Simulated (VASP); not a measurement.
Crystal: NaH.

```
Na H
1.0
     0.00000    2.44000    2.44000
     2.44000    0.00000    2.44000
     2.44000    2.44000    0.00000
Na H
1 1
Direct
  0.00000 0.00000 0.00000
  0.50000 0.50000 0.50000
```

| Property | Result |
| --- | --- |
| Program | VASP 6.6.1 |
| Task | relaxation of cell and atoms |
| Functional | HF |
| Dispersion | D3(BJ) |
| Potentials or basis | VASP PAW PBE potentials, release 54 (Na_pv, H) |
| Cutoff | 600 eV |
| k mesh | 5 × 5 × 5 |
| Occupations | gaussian, width 0.01 eV |
| Spin | no spin polarisation |

At the start: pressure -7.3 GPa; volume 14.53 Å³/atom.

Q: How do energy, volume and symmetry change on relaxing?

A: Over 20 steps the energy falls by 99.3 meV/atom and the volume is 11.00 Å³/atom (-24.3 %); space group Fm-3m (No. 225, to 0.05 Å).

Step by step:
```csv
step,energy change (eV),largest force (eV/Å),pressure (GPa),volume (Å³)
1,0.0000,0.0000,-7.30,29.05
2,-0.1103,0.0000,-5.59,26.36
3,-0.1878,0.0000,-2.31,23.39
4,-0.0787,0.0000,11.51,18.13
5,-0.1982,0.0000,-0.51,22.23
6,-0.1985,0.0000,0.18,21.95
7,-0.1985,0.0000,-0.22,22.08
8,-0.1985,0.0000,-0.21,22.07
9,-0.1985,0.0000,-0.27,22.07
10,-0.1985,0.0000,-0.17,22.07
11,-0.1985,0.0000,-0.14,22.07
12,-0.1985,0.0000,-0.14,22.07
13,-0.1985,0.0000,-0.15,22.07
14,-0.1985,0.0000,-0.16,22.07
15,-0.1985,0.0000,-0.17,22.07
16,-0.1985,0.0000,-0.20,22.07
17,-0.1985,0.0000,-0.26,22.06
18,-0.1985,0.0000,-0.10,22.05
19,-0.1985,0.0000,-0.08,22.03
20,-0.1985,0.0000,0.05,21.99
```

Final structure:
```cif
data_structure
_symmetry_space_group_name_H-M 'P 1'
_symmetry_Int_Tables_number 1
_cell_length_a 3.1448
_cell_length_b 3.1448
_cell_length_c 3.1448
_cell_angle_alpha 60.000
_cell_angle_beta 60.000
_cell_angle_gamma 60.000
_cell_volume 21.99
loop_
_atom_site_label
_atom_site_type_symbol
_atom_site_fract_x
_atom_site_fract_y
_atom_site_fract_z
_atom_site_occupancy
Na1 Na 0.00000 0.00000 0.00000 1
H1 H 0.50000 0.50000 0.50000 1
```

Caveat: the k mesh is coarse (spacing up to 0.45 Å⁻¹), so the values aren't converged, least of all with exact exchange; the volume moved by over 15 % at a fixed basis, so the end points are rough; the PAW data sets were made with another functional, which shifts forces and pressure a little; the volume moved by -24 % from the deposited cell, more than functionals usually miss.
